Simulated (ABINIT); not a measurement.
Write the native input for ABINIT 10.8.3 (patched build) that does the following.

```
Task                                            : single point
Functional                                      : PBE
Potentials or basis                             : JTH PAW PBE v2.0
Cutoff                                          : 680 eV
k mesh                                          : 13 × 13 × 13
Occupations                                     : fermi-dirac, width 0.05 eV
Spin                                            : no spin polarisation
Fine-grid cutoff                                : 1278.94 eV
Exchange and correlation inside the PAW spheres : full angular mesh (pawxcdev 0, this build's default; the released program takes 1)
```

The system is TaN.

```
Ta N
1.0
     0.00000    2.21132    2.21132
     2.21132    0.00000    2.21132
     2.21132    2.21132    0.00000
Ta N
1 1
Cartesian
  2.2113 2.2113 2.2113
  0.0000 0.0000 0.0000
```

The cell comes from a database or a generator and needn't be the stable form of this composition.

These files were run (other wordings do the same):

run.abi

```
# Pseudopotentials
pp_dirpath "./"
pseudos "Ta.GGA_PBE-JTH.xml, N.GGA_PBE-JTH.xml"

# Structure
acell 3*1.0
rprim
     0.0000000000     4.1787948431     4.1787948431
     4.1787948431     0.0000000000     4.1787948431
     4.1787948431     4.1787948431     0.0000000000
ntypat 2
znucl 73 7
natom 2
typat 1 2
xcart
     2.2113230000     2.2113230000     2.2113230000
     0.0000000000     0.0000000000     0.0000000000 Angstrom

# Plane-wave basis
ecut 25.0
pawecutdg 47.0

# k points
kptopt 1
ngkpt 13 13 13
nshiftk 1
shiftk 0.0 0.0 0.0

# Exchange and correlation
ixc 11

# Bands and occupations
nband 13
occopt 3
tsmear 0.00183747

# SCF cycle
nstep 100
tolvrs 1.0e-9

# Output
iomode 3
prtwf 0
prtden 0
prteig 0
prtebands 0
```

Potentials or basis: JTH PAW PBE v2.0.

The run is started by

```console
$ abinit run.abi > log 2>&1
```

Results of the run:

The band gap on the k mesh is none (metal or under the smearing width). The valence electrons inside the program's atomic spheres are Ta 10.71; N 2.54.

Caveat: the highest band is partly filled, so the run has too few bands.

Run time: 59 s on 1 thread of Arm Neoverse V1, with other jobs on the host, peak memory 0.13 GiB.
